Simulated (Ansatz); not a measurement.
As:

```
CELL_PARAMETERS angstrom
1.88080 1.08588 3.51406
-1.88080 1.08588 3.51406
0.00000 -2.17176 3.51406
ATOMIC_POSITIONS crystal
As 0.22600 0.22600 0.22600
As 0.77400 0.77400 0.77400
```

| Quantity | Value |
| --- | --- |
| Program | Ansatz 0.2.0 |
| Task | relaxation of cell and atoms |
| Functional | PBEsol0 |
| Potentials or basis | Ansatz PAW |
| Cutoff | 420 eV (not typed: the program's choice for these potentials) |
| k mesh | 5 × 5 × 5 |
| Occupations | fermi-dirac, width 0.05 eV |
| Spin | no spin polarisation |

At the start: volume 21.53 Å³/atom.

**Question.** Where does the relaxation end?

**Answer.** It ends after 6 steps and the volume is 20.78 Å³/atom (-3.5 %); space group R-3m (No. 166, to 0.05 Å).

The path:
| step | energy change (eV) | largest force (eV/Å) | volume (Å³) |
| --- | --- | --- | --- |
| 1 | 0.0000 | 0.0856 | 43.06 |
| 2 | -0.0075 | 0.0974 | 41.09 |
| 3 | -0.0105 | 0.0562 | 41.55 |
| 4 | -0.0106 | 0.0145 | 41.57 |
| 5 | -0.0106 | 0.0002 | 41.56 |
| 6 | -0.0102 | 0.0003 | 41.56 |

Final structure:
```
CELL_PARAMETERS angstrom
1.87969 1.08524 3.39527
-1.87969 1.08524 3.39527
0.00000 -2.17048 3.39527
ATOMIC_POSITIONS crystal
As 0.22708 0.22708 0.22708
As 0.77292 0.77292 0.77292
```

Caveat: the plane-wave basis is chosen anew once the cell has moved, so the energies of steps on either side of that aren't comparable; the PAW data sets come from PBE, with cores solved anew for the run's functional, which leaves a small shift of forces and pressure.
